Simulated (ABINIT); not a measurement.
**Ti: single point with PBE**

Ti:

```xyz
2
Lattice="2.9500 0.0000 0.0000 -1.4750 2.5548 0.0000 0.0000 0.0000 4.6800" Properties=species:S:1:pos:R:3 pbc="T T T"
Ti    1.5420    0.8351    3.5029
Ti    0.0045    1.7191    1.1641
```

The cell isn't the ideal one: atoms moved at random, drawn with an rms of 0.05 Å.

```yaml
Program: ABINIT 10.8.3 (patched build)
Task: single point
Functional: PBE
Potentials_or_basis: JTH PAW PBE v2.0
Cutoff: 408 eV
k_mesh: 10 × 10 × 6
Occupations: fermi-dirac, width 0.05 eV
Spin: no spin polarisation
```

```
Pressure                                              : -1.3 GPa
Largest force                                         : 0.105 eV/Å
Band gap on the k mesh                                : none (metal or under the smearing width)
Valence electrons inside the program's atomic spheres : Ti 10.14, 10.15 (radii [1.2214] Å)
```

Forces in eV/Å, atoms in the order of the input:
```
Ti  -0.093  0.049  0.003
Ti   0.093 -0.049 -0.003
```

Stress tensor (GPa, compression positive):
```
-1.53  0.70  0.00
 0.70 -0.81  0.00
 0.00  0.00 -1.49
```

Levels at points of the mesh, in eV from the Fermi level:
```csv
k point,band 10,band 11,band 12,band 13,band 14,band 15
"(0.00, 0.00, 0.00)",-2.64,0.73,0.75,0.82,0.84,1.27
"(0.50, 0.00, 0.00)",-2.11,-1.74,-0.63,0.49,0.55,1.12
"(0.00, 0.50, 0.00)",-2.11,-1.75,-0.63,0.50,0.55,1.12
"(0.50, 0.50, 0.00)",-2.11,-1.90,-0.59,0.46,0.83,1.22
"(0.00, 0.00, 0.50)",-4.31,0.08,0.09,0.67,0.67,0.72
"(0.50, 0.00, 0.50)",-2.51,-0.78,-0.78,1.30,1.30,1.75
"(0.00, 0.50, 0.50)",-2.51,-0.78,-0.78,1.30,1.30,1.75
"(0.50, 0.50, 0.50)",-2.46,-0.83,-0.83,1.29,1.29,1.71
```

It took 50 s on 1 thread of Intel(R) Xeon(R) 6975P-C (Granite Rapids) (shared host), peak memory 0.2 GiB.
